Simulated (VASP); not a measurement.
# TiAl₄: nudged elastic band

TiAl₄, defect, 15 atoms in the cell. PBE, nudged elastic band; PAW potentials Ti_sv, Al (PBE set).

Path: a Ti atom hops into a neighbouring Ti vacancy; Moving images: 3.

## Input

INCAR.step1:
```
PREC = Normal
ENCUT = 300
EDIFF = 1E-6
ISMEAR = 1
SIGMA = 0.1
LREAL = False
LASPH = True
NELM = 100
ALGO = Normal
LWAVE = False
LCHARG = False
IBRION = 2
NSW = 100
ISIF = 2
EDIFFG = -0.02
POTIM = 0.5
KPAR = 6
```

INCAR.step3:
```
PREC = Normal
ENCUT = 300
EDIFF = 1E-6
ISMEAR = 1
SIGMA = 0.1
LREAL = False
LASPH = True
NELM = 100
ALGO = Normal
LWAVE = False
LCHARG = False
IBRION = 1
POTIM = 0.3
NSW = 100
EDIFFG = -0.05
SPRING = -5
IMAGES = 3
KPAR = 2
```

KPOINTS:
```
k-points
0
Gamma
  5 5 5
```

00/POSCAR:
```
TiAl4
1.0
    0.0000000000      0.0000000000      8.5613375894
    3.8222135426     -3.8222135426      0.0000000000
    3.8222135426      3.8222135426     -8.5613375894
Ti Al
3 12
Direct
    0.0000000000      0.0000000000      0.5000000000
    0.5000000000      0.5000000000      0.0000000000
    0.5000000000      0.5000000000      0.5000000000
    0.5035788033      0.2539072599      0.2539072599
    0.4964211967      0.2539072599      0.7460927401
    0.0042357164      0.7460927401      0.2539072599
    0.9957642836      0.7460927401      0.7460927401
    0.5035788033      0.7460927401      0.2539072599
    0.4964211967      0.7460927401      0.7460927401
    0.0042357164      0.2539072599      0.2539072599
    0.9957642836      0.2539072599      0.7460927401
    0.5000000000      0.0000000000      0.0000000000
    0.5000000000      0.0000000000      0.5000000000
    0.0000000000      0.5000000000      0.0000000000
    0.0000000000      0.5000000000      0.5000000000
```

01/POSCAR:
```
TiAl4
1.0
    0.0000000000      0.0000000000      8.5613375894
    3.8222135426     -3.8222135426      0.0000000000
    3.8222135426      3.8222135426     -8.5613375894
Ti Al
3 12
Direct
    0.0120575880      0.0094941619      0.5119651828
    0.5095879616      0.5119651834      0.0094941634
    0.3873653708      0.3877177987      0.3877177949
    0.5205028824      0.2566671096      0.2566668524
    0.5085302503      0.2625863254      0.7571322836
    0.0139844758      0.7571324664      0.2625865092
    1.0073351360      0.7572650793      0.7572652660
    0.5111815674      0.7571384464      0.2625829056
    0.5071878207      0.7572640309      0.7572638443
   -0.0071067460      0.2566947051      0.2566949620
    1.0057372912      0.2625830895      0.7571386293
    0.5092905321      0.0092352450      0.0092352450
    0.5258210525     -0.0232202171      0.5258653512
   -0.0232645315      0.5258653499     -0.0232202153
    0.0117801401      0.5116112257      0.5116112256
```

02/POSCAR:
```
TiAl4
1.0
    0.0000000000      0.0000000000      8.5613375894
    3.8222135426     -3.8222135426      0.0000000000
    3.8222135426      3.8222135426     -8.5613375894
Ti Al
3 12
Direct
    0.0186765244      0.0140136407      0.5185229122
    0.5141713043      0.5185229094      0.0140136435
    0.2662479803      0.2668254867      0.2668254587
    0.5398830000      0.2650033366      0.2650023224
    0.5220438656      0.2650651244      0.7700821787
    0.0170274269      0.7700827898      0.2650657451
    1.0206758396      0.7682339509      0.7682345998
    0.5130948281      0.7700825992      0.2650650892
    0.5157852499      0.7682337622      0.7682331135
   -0.0097485067      0.2650030630      0.2650040747
    1.0181129552      0.2650657107      0.7700832111
    0.5141191154      0.0139549879      0.0139549878
    0.5583019923     -0.0268290417      0.5583902158
   -0.0269173326      0.5583902034     -0.0268290293
    0.0185180818      0.5183514769      0.5183514768
```

03/POSCAR:
```
TiAl4
1.0
    0.0000000000      0.0000000000      8.5613375894
    3.8222135426     -3.8222135426      0.0000000000
    3.8222135426      3.8222135426     -8.5613375894
Ti Al
3 12
Direct
    0.0238224712      0.0212577185      0.5237306240
    0.5213509594      0.5237306224      0.0212577179
    0.1456140370      0.1456868810      0.1456868771
    0.5401123314      0.2762643920      0.2762641348
    0.5284065469      0.2703526029      0.7770089073
    0.0217504250      0.7770090899      0.2703527866
    1.0265143431      0.7764404822      0.7764406689
    0.5189500381      0.7770119008      0.2703486936
    0.5263605663      0.7764362256      0.7764360390
    0.0124190625      0.2762639432      0.2762642002
    1.0256134294      0.2703488774      0.7770120836
    0.5214057791      0.0215850499      0.0215850498
    0.5563948042      0.0072583368      0.5563937348
    0.0072593899      0.5563937329      0.0072583380
    0.0240166085      0.5239601443      0.5239601443
```

04/POSCAR:
```
TiAl4
1.0
    0.0000000000      0.0000000000      8.5613375894
    3.8222135426     -3.8222135426      0.0000000000
    3.8222135426      3.8222135426     -8.5613375894
Ti Al
3 12
Direct
    0.0333333333      0.0333333333      0.5333333333
    0.5333333333      0.5333333333      0.0333333333
    0.0333333333      0.0333333333      0.0333333333
    0.5290976365      0.2794255884      0.2794255884
    0.5375690301      0.2794255884      0.7872410783
    0.0297535402      0.7872410783      0.2794255884
    1.0369131264      0.7872410783      0.7872410783
    0.5290976365      0.7872410783      0.2794255884
    0.5375690301      0.7872410783      0.7872410783
    0.0297535402      0.2794255884      0.2794255884
    1.0369131264      0.2794255884      0.7872410783
    0.5333333333      0.0333333333      0.0333333333
    0.5333333333      0.0333333333      0.5333333333
    0.0333333333      0.5333333333      0.0333333333
    0.0333333333      0.5333333333      0.5333333333
```

POSCAR.step1:
```
TiAl4
1.0
    0.0000000000      0.0000000000      8.5613375894
    3.8222135426     -3.8222135426      0.0000000000
    3.8222135426      3.8222135426     -8.5613375894
Ti Al
3 12
Direct
    0.0000000000      0.0000000000      0.5000000000
    0.5000000000      0.5000000000      0.0000000000
    0.5000000000      0.5000000000      0.5000000000
    0.5000000000      0.2500000000      0.2500000000
    0.5000000000      0.2500000000      0.7500000000
    0.0000000000      0.7500000000      0.2500000000
    0.0000000000      0.7500000000      0.7500000000
    0.5000000000      0.7500000000      0.2500000000
    0.5000000000      0.7500000000      0.7500000000
    0.0000000000      0.2500000000      0.2500000000
    0.0000000000      0.2500000000      0.7500000000
    0.5000000000      0.0000000000      0.0000000000
    0.5000000000      0.0000000000      0.5000000000
    0.0000000000      0.5000000000      0.0000000000
    0.0000000000      0.5000000000      0.5000000000
```

POSCAR.step2:
```
TiAl4
1.0
    0.0000000000      0.0000000000      8.5613375894
    3.8222135426     -3.8222135426      0.0000000000
    3.8222135426      3.8222135426     -8.5613375894
Ti Al
3 12
Direct
    0.0000000000      0.0000000000      0.5000000000
    0.5000000000      0.5000000000      0.0000000000
    0.0000000000      0.0000000000      0.0000000000
    0.5000000000      0.2500000000      0.2500000000
    0.5000000000      0.2500000000      0.7500000000
    0.0000000000      0.7500000000      0.2500000000
    0.0000000000      0.7500000000      0.7500000000
    0.5000000000      0.7500000000      0.2500000000
    0.5000000000      0.7500000000      0.7500000000
    0.0000000000      0.2500000000      0.2500000000
    0.0000000000      0.2500000000      0.7500000000
    0.5000000000      0.0000000000      0.0000000000
    0.5000000000      0.0000000000      0.5000000000
    0.0000000000      0.5000000000      0.0000000000
    0.0000000000      0.5000000000      0.5000000000
```

Commands (each step's output is kept before the next begins):
```
cat potpaw_PBE.64/Ti_sv/POTCAR potpaw_PBE.64/Al/POTCAR > POTCAR
cp INCAR.step1 INCAR
cp POSCAR.step1 POSCAR
mpirun -np 6 vasp_std > vasp.out
cp POSCAR.step2 POSCAR
mpirun -np 6 vasp_std > vasp.out
# 00 and 04 hold the relaxed ends; the images between are interpolated (pair-distance (IDPP))
cp INCAR.step3 INCAR
mpirun -np 6 vasp_std > vasp.out
```

## Result

- Barrier (eV): 4.222
- Barrier of the reverse step (eV): 4.222
- Energy of the second end over the first (eV): 0.000
- Top of the path (share of its length): 0.50
- Length of the path (Å): 4.69
- Steps of the band: 13
- Ionic steps, all stages: 19
- Electronic steps, all stages: 399

Energy along the relaxed band:

| Image | Distance along the path (Å) | Energy above the first end (eV) | Slope along the path (eV/Å) | Largest force across the path (eV/Å) |
|---|---|---|---|---|
| 0 | 0.000 | 0.000 | relaxed end |  |
| 1 | 1.171 | 2.027 | 2.974 | 0.044 |
| 2 | 2.343 | 4.222 | 0.000 | 0.021 |
| 3 | 3.515 | 2.024 | -2.973 | 0.046 |
| 4 | 4.686 | -0.000 | relaxed end |  |

The cell is TiAl3 (16 atoms) with one Ti atom missing.

The two ends have the same energy within 0.01 eV.

Limits: the cell holds 15 atoms, so the vacancy or interstitial meets its own images and the barrier isn't that of a lone defect; the atom stays on the straight, symmetric line between the sites, so the barrier is an upper bound: a way around it wasn't tried.

VASP 6.6.1 took 873 s on 6 cores (Intel Xeon Platinum 8375C @ 2.90GHz (Ice Lake)), a shared host.
